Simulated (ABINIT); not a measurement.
The system is Hf.

```
Hf
1.0
     2.91381    0.00000    0.00000
     0.00000    2.91381    0.00000
     0.00000    0.00000    2.91381
Hf
1
Direct
  0.50000 0.50000 0.50000
```

The cell was built by a generator and needn't be a form met in nature.

Base run:

- Program: ABINIT 10.8.3 (patched build)
- Functional: BLYP
- Potentials or basis: JTH PAW PBE v2.0
- Cutoff: 626 eV
- k mesh: 9 × 9 × 9
- Occupations: fermi-dirac, width 0.05 eV
- Spin: no spin polarisation

Its results: band gap on the k mesh none (metal or under the smearing width); pressure 2.8 GPa.

Task: The run is repeated on the same cell with these changes: functional from BLYP to PW91. What comes out?

Result: Band gap on the k mesh none (metal or under the smearing width); pressure -0.6 GPa.

PW91 binds more tightly than BLYP, so the same cell stands under less pressure.

Caveats: the PAW data sets were made with another functional, which shifts forces and pressure a little.
